The density of states at the Fermi level tells how many electron states a metal has within easy reach of its highest occupied ones. Compression changes it, because the orbitals of atoms that are pushed together overlap more strongly and their bands spread in energy. The question here is what happens to it when face-centred cubic tungsten is squeezed below about 15.5 Å³ per atom, and whether its behaviour at larger volumes is a sufficient guide. Nine volumes, calculated with the PBEsol functional, serve as the basis for forecasts at three smaller ones.

Face-centred cubic tungsten, calculated at fixed geometries with Ansatz 0.2.0 using scalar-relativistic, non-spin-polarised DFT with the PBEsol functional, plane waves and PAW. The plane-wave cutoff is 420 eV, the k mesh 18×18×18 and the Gaussian smearing width 0.1 eV. The smearing entropy term is −TS, the entropy's contribution to the free energy.

```
volume (Å³/atom)  shortest distance (Å)  smearing entropy term (meV/atom)
          14.059                  2.709                                 ?
          14.538                  2.740                                 ?
          15.481                  2.798                                 ?
          15.497                  2.798                            -5.570
          15.976                  2.827                            -6.410
          16.048                  2.831                            -6.500
          16.274                  2.844                            -6.700
          16.448                  2.855                            -6.770
          16.731                  2.871                            -6.800
          16.934                  2.882                            -6.780
          19.322                  3.012                            -8.320
          19.350                  3.013                            -8.350
```

The smearing entropy term is a by-product of the way a metal is calculated. The sharp edge between filled and empty states is blurred over a width σ, here 0.1 eV, and for Gaussian blurring the term follows directly from the states near that edge:

smearing entropy term = −(σ²/2) × D

Here D is the density of states averaged over roughly σ on either side of the Fermi level. At 15.497 Å³ the term of −5.57 meV gives D = 0.00557/0.005, or about 1.1 states per eV and atom. The term is not the heat content of warm electrons. Its practical use is as a correction: half of it is subtracted from the calculated free energy to estimate the energy without blurring.

The size of the term, meaning its value without the sign, grows by half from 15.497 to 19.350 Å³. The likely main reason is band narrowing. Electrons in tungsten's 5d shell hop between neighbours at a rate that theory puts at roughly the inverse fifth power of the distance d, and this rate sets the band width W. Since the volume V goes as d³, and the band always holds the same number of states, the steps are:

W ∝ d⁻⁵ ∝ V^(−5/3)
D ∝ 1/W ∝ V^(5/3)

A separate quantity from the same calculations supports this. The highest band that would be full by electron count overlaps in energy with the next one, and this overlap, a rough measure of band width, falls with volume to the power 1.75, close to 5/3. Multiplying the term by the overlap should therefore remove the narrowing. The product agrees within 2% between 15.497 and 19.350 Å³, so narrowing is enough to explain the difference between these two volumes, though two rows alone can agree partly by chance.

In between, the product rises to a hump almost 8% above its value at 19.350 Å³, with its top near 16.274 Å³. The term itself shows the hump as a steep climb followed by a flat stretch from 16.448 to 16.934 Å³. A density of states has peaks and valleys, and a peak that drifts past the Fermi level as the volume changes would produce such a hump. Curves of the density of states at two volumes, one of them 15.976 Å³, do show a sharp peak below the Fermi level, on a denser mesh of 27×27×27 k points. That this peak causes the hump is still an inference: two curves do not follow it past the Fermi level, and a k mesh that is too coarse can produce a hump of its own.

The forecast depends on how the low-volume side of this hump continues. Between 15.976 and 15.497 Å³ the size of the term falls as volume to the power 4.6, far faster than narrowing explains, and the fall is still steepening. It should go on for a while, but a peak of finite width must end, after which only the gentle effect of the band width would remain. The forecast is therefore the mean of two routes from 15.497 Å³, one with the power 5/3 and one with the power 4.6. For 14.538 Å³ this gives:

gentle route: 5.57 × (14.538/15.497)^(5/3) = 5.01 meV
steep route: 5.57 × (14.538/15.497)^4.6 = 4.15 meV
mean: 4.58 meV

The forecasts, in meV per atom, are:

15.481 Å³: −5.55 ± 0.05
14.538 Å³: −4.58 ± 0.6
14.059 Å³: −4.14 ± 0.8

The size should thus keep shrinking on compression, and faster than narrowing alone would make it from 15.497 Å³. The two wide ranges are a judgement: half the gap between the routes, enlarged because another peak might arrive.

The withheld rows as computed:

```
volume (Å³/atom)  shortest distance (Å)  smearing entropy term (meV/atom)
          14.059                  2.709                            -5.750
          14.538                  2.740                            -5.690
          15.481                  2.798                            -5.550
```

The forecast for 15.481 Å³ is right, but it was an easy one. That volume lies only 0.016 Å³ below a known row, and the two routes differ there by less than 0.02 meV. The hit confirms that the term varies smoothly over a very small step. The rounding of the table hides which route is followed, but the unrounded outputs fall at about the steep rate. The flank was still going down there, so the turn should come at smaller volumes.

The other two forecasts fail, and in direction as well as amount. The computed sizes are too large for them by 1.1 meV at 14.538 Å³ and by 1.6 meV at 14.059 Å³, about twice the stated ranges. Instead of shrinking further, the term is larger at both volumes than at 15.481 Å³. The ranges were too narrow because both routes assumed a continuing fall, and the allowance for another peak was too small to cover a reversal.

The volume of 14.059 Å³ shows how strong the missing effect is. Narrowing alone, started from 15.497 Å³, gives a size of 4.74 meV there, whereas the calculation gives 5.75 meV, or 21% more. The same comparison at the top of the known hump, 16.274 Å³, gives an excess of only 11%. The bands do go on widening: their overlap grows by 22% from 15.497 to 14.059 Å³. The structure of the density of states has more than made up for this, and more strongly than anywhere among the nine known rows. The product of term and overlap, almost 8% above its value at 19.350 Å³ at the top of the hump, is 24% above it at 14.059 Å³.

The simple law treats compression as a uniform stretching of the bands in energy, with the Fermi level always at the same place in the pattern of peaks and valleys. Real bands do not stretch so evenly, because states of s and d character respond differently to pressure. The calculation shows a sign of this: the number of electrons assigned to the 5d shell rises by a little over a tenth of an electron between 19.350 and 15.976 Å³. Such a transfer can move the Fermi level through the pattern. The likely picture is that 15.5 Å³ lies on the way into a valley and that the two smallest volumes lie on its far side, but which bands form the next rise is not known.

A cruder forecast would have done better at the two smallest volumes. The law V^(5/3), with its single scale factor set by least squares on the nine known rows, misses the value at 14.059 Å³ by 0.72 meV, less than half the error made above. It too predicts a shrinking term, however, and at 15.481 Å³ it is off by 0.36 meV. At 14.059 Å³ about a third of its advantage comes from a scale that is too high near 15.5 Å³, and the rest from leaving out the steep route. Neither describes the reversal. The steep local power is only part of the fault in the forecast: the gentle route alone would still have missed the value at 14.059 Å³ by 1.01 meV. The steep route added the rest, because it carried the slope of one flank far beyond that flank.

For practical work this means that a local slope of the density of states at the Fermi level is safe only over steps much smaller than the peaks it crosses. Here it served over 0.016 Å³ and failed over 1 Å³. The term comes with every energy calculated in this way, so a series of closely spaced volumes, run for an equation of state, also hints at which volumes bring a peak or a valley of the density of states to the Fermi level, provided that the k mesh is dense enough.

The positions of the hump and the valley should not be carried over to real tungsten. The stable metal is body-centred cubic and has a different pattern of peaks. Even for the face-centred form, spin-orbit coupling, which is left out here, can shift 5d levels by more than the 0.1 eV over which the states are averaged. The smearing term was also calculated on the 18×18×18 mesh only; the denser mesh of the two density-of-states curves does not test how the term changes with volume. With a blurring of only 0.1 eV, no more than a few dozen distinct k points are expected to count at the Fermi level, so the mesh may have a share in both the hump and the valley.

What remains open is the valley itself. The size of the term must pass through a minimum somewhere between 14.538 and 15.497 Å³, and no row shows how deep it goes. Would the valley survive a denser k mesh, and would a density-of-states curve near 15 Å³, resolved by orbital, then show one peak leaving the Fermi level and a second one arriving?
